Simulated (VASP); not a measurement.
## Hf: relaxation of cell and atoms with PBEsol

The system is Hf.

```xyz
3
Lattice="4.3774 0.0000 0.0000 -2.1887 3.7909 0.0000 0.0000 0.0000 2.7198" Properties=species:S:1:pos:R:3 pbc="T T T"
Hf    2.1887    1.2636    1.3599
Hf    0.0000    2.5273    1.3599
Hf    0.0000    0.0000    0.0000
```

This isn't the form of Hf at room conditions, which is hcp.

```
Program                : VASP 6.6.1
Task                   : relaxation of cell and atoms
Functional             : PBEsol
Potentials or basis    : VASP PAW PBE potentials, release 64 (Hf_pv)
Cutoff                 : 520 eV
k mesh                 : 6 × 6 × 8
Occupations            : gaussian, width 0.1 eV
Spin                   : no spin polarisation
Target pressure        : 100 GPa
Further INCAR settings : ALGO = Fast; EDIFF = 1e-07; IBRION = 2; EDIFFG = -0.002; NSW = 80; ISIF = 3
Target pressure        : 100 GPa
```

```yaml
Relaxed_volume: 14.08 Å³/atom
Relaxed_cell: a = 4.288 Å, b = 4.288 Å, c = 2.652 Å, α = 90.00°, β = 90.00°, γ = 120.00°
Space_group_after_relaxing_to_0.05_Å: P6/mmm (No. 191)
Energy_change_on_relaxing_the_enthalpy_is_what_falls: +524.9 meV/atom
Ionic_steps: 7
Pressure_after_relaxing: 100.0 GPa
Band_gap_on_the_k_mesh: none (metal or under the smearing width)
```

Step by step:
```tsv
step	energy change (eV)	largest force (eV/Å)	pressure (GPa)	volume (Å³)
1	0.0000	0.0000	75.00	45.13
2	13.3718	0.0000	285.33	31.47
3	1.3674	0.0000	96.85	42.57
4	1.5355	0.0000	99.50	42.30
5	1.5700	0.0000	100.04	42.24
6	1.5774	0.0000	100.01	42.23
7	1.5747	0.0000	100.02	42.23
```

Final structure:
```cif
data_structure
_symmetry_space_group_name_H-M 'P 1'
_symmetry_Int_Tables_number 1
_cell_length_a 4.2878
_cell_length_b 4.2878
_cell_length_c 2.6525
_cell_angle_alpha 90.000
_cell_angle_beta 90.000
_cell_angle_gamma 120.000
_cell_volume 42.23
loop_
_atom_site_label
_atom_site_type_symbol
_atom_site_fract_x
_atom_site_fract_y
_atom_site_fract_z
_atom_site_occupancy
Hf1 Hf 0.66667 0.33333 0.50000 1
Hf2 Hf 0.33333 0.66667 0.50000 1
Hf3 Hf 0.00000 0.00000 0.00000 1
```

Levels at points of the mesh, in eV from the Fermi level:
| k point | band 13 | band 14 | band 15 | band 16 | band 17 | band 18 |
| --- | --- | --- | --- | --- | --- | --- |
| (0.00, 0.00, 0.00) | -0.13 | -0.13 | 0.05 | 0.05 | 1.25 | 2.79 |
| (0.50, 0.00, 0.00) | -1.47 | -1.30 | -0.81 | -0.25 | 1.27 | 1.75 |
| (0.00, 0.00, 0.50) | -3.33 | -2.50 | -0.97 | 1.85 | 1.85 | 3.55 |
| (0.50, 0.00, 0.50) | -2.99 | -1.33 | -0.34 | -0.04 | 1.59 | 3.24 |

Run time: 37 s on 4 MPI ranks on AMD EPYC 9R45 96-Core Processor (Zen 5), with other jobs on the host, peak memory 0.17 GiB a rank.

Caveat: the cell is relaxed towards a set pressure, so the enthalpy falls and the energy may rise; the PAW data sets were made with another functional, which shifts forces and pressure a little. Spin-orbit coupling is left out, which matters for the levels of Hf.
